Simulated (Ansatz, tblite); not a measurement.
# BeTe with GFN2-xTB from a Python script

These are simulated results from tblite 0.8.0, not measurements. The cell was built from a prototype and was relaxed with r2SCAN in plane waves (Ansatz 0.2.0). Not every such cell is a known phase. All runs are without spin polarisation.

The symmetry is F-43m (No. 216, cubic); a = 5.657 Å in the conventional setting, 22.63 Å³ an atom. Be is surrounded by 4 Te at 2.45 Å; Te is surrounded by 4 Be at 2.45 Å.

tblite solves periodic systems at the zone centre alone, so the script builds a cluster of 2×2×2 conventional cells (64 atoms), which folds in a coarse mesh of k points.

Input script:

```python
import json
from ase import Atoms
from ase.build import make_supercell
from ase.units import Bohr, GPa, Hartree
from tblite.interface import Calculator

atoms = Atoms(['Be', 'Te'],
              cell=[[0.0, 2.828624, 2.828624], [2.828624, 0.0, 2.828624], [2.828624, 2.828624, 0.0]],
              scaled_positions=[[-0.0, 0.0, 0.0], [0.25, 0.25, 0.25]],
              pbc=True)
cluster = make_supercell(atoms, [[-2, 2, 2], [-2, -2, 2], [2, -2, 2]])
calc = Calculator('GFN2-xTB', cluster.numbers, cluster.positions / Bohr, lattice=cluster.cell[:] / Bohr, periodic=cluster.pbc)
calc.set('temperature', 0.02 / Hartree)
calc.set('max-iter', 150)
res = calc.singlepoint()
levels = res.get('orbital-energies') * Hartree
nv = round(res.get('orbital-occupations').sum() / 2)
cells = len(cluster) // len(atoms)
out = {'energy_per_cell': res.get('energy') * Hartree / cells, 'homo': levels[nv - 1], 'lumo': levels[nv],
       'stress': (-res.get('virial') * Hartree / cluster.get_volume() / GPa).tolist(), 'charges': res.get('charges')[:len(atoms)].tolist(), 'electrons': 2 * nv / cells}
json.dump(out, open('results.json', 'w'))
for key, value in out.items():
    print(key, value)
```

Command: `python run.py`. It took 4.1 s on 1 thread of Arm Neoverse V1, on a shared host, peak memory 0.12 GiB.

The log:

```
------------------------------------------------------------
  cycle        total energy    energy error   density error
------------------------------------------------------------
      1     -103.8133580351  -1.0428006E+02   3.9321888E-01
      2      480.1897248055   5.8400308E+02   1.3572723E+00
      3     -120.0671142482  -6.0025684E+02   2.4623982E-01
      4     -91.30458176325   2.8762532E+01   2.9453464E-01
      5     -122.5987938520  -3.1294212E+01   4.0294268E-02
      6     -122.6800886290  -8.1294777E-02   2.8348713E-02
      7     -122.5277411960   1.5234743E-01   2.1289549E-02
      8     -122.6982481455  -1.7050695E-01   6.0994676E-03
      9     -122.7009805331  -2.7323876E-03   5.0441874E-03
     10     -122.7047758267  -3.7952936E-03   1.8582623E-03
     11     -122.7054052411  -6.2941432E-04   5.9578885E-04
     12     -122.7054765748  -7.1333730E-05   1.7644331E-04
     13     -122.7054832380  -6.6632044E-06   2.5488682E-05
     14     -122.7054833031  -6.5113738E-08   1.2633130E-05
------------------------------------------------------------

 total:                                   3.478 sec
energy_per_cell -104.34332104585141
homo -5.736357808103557
lumo -0.9041296176172358
stress [[6.428570197296503, -5.943361513006674e-07, 5.943361823156561e-07], [-5.943361521685025e-07, 6.4285701972964615, 5.943361703451036e-07], [5.943361823424468e-07, 5.943361701055843e-07, 6.428570197296599]]
charges [0.404098740904018, -0.40409945552957516]
electrons 8.0
```

The cycle table is in hartree for the whole cluster, and the lines after it are in eV (the energy for one cell). The printed stress is in GPa and positive in compression, and the pressure is its mean diagonal.

GFN2-xTB gives a gap of 4.83 eV. On the same cell, plane-wave PBE (Ansatz, 8×8×8 k points and the special points) gives a gap of 2.02 eV and r2SCAN a gap of 2.38 eV; on shared hosts these took about 2.6 and 5 core-seconds on the 2-atom cell, against 4.1 for the script. Spin-orbit coupling, left out in all these runs, can cut or reorder the gap by tenths of an eV, up to about 1 eV with Pb or Bi. xTB was fitted to molecules, so gaps, charges and pressures of solids can be far off, and the gap also depends on the size of the cluster.

The same script was run on cells scaled at fixed shape and fractional coordinates:

| volume (Å³/atom) | energy (meV/atom) | pressure (GPa, positive in compression) | gap (eV) |
| --- | --- | --- | --- |
| 19.92 | 211.3 | 19.81 | 4.26 |
| 21.27 | 77.6 | 12.65 | 4.60 |
| 22.63 | 0.0 | 6.43 | 4.83 |
| 23.99 | -35.6 | 2.17 | 4.49 |
| 25.35 | -39.5 | -1.07 | 3.75 |

A Birch-Murnaghan fit puts the minimum at 24.85 Å³/atom, 9.8 % above the given cell, with a bulk modulus of 56.8 GPa at fixed shape.

xTB was fitted mostly to molecules, and a small cluster samples few k points, so gaps, pressures and kinks along a curve can be far from a solid's.

Spin-orbit coupling is left out, which matters wherever the heavy atoms make up the band edges.
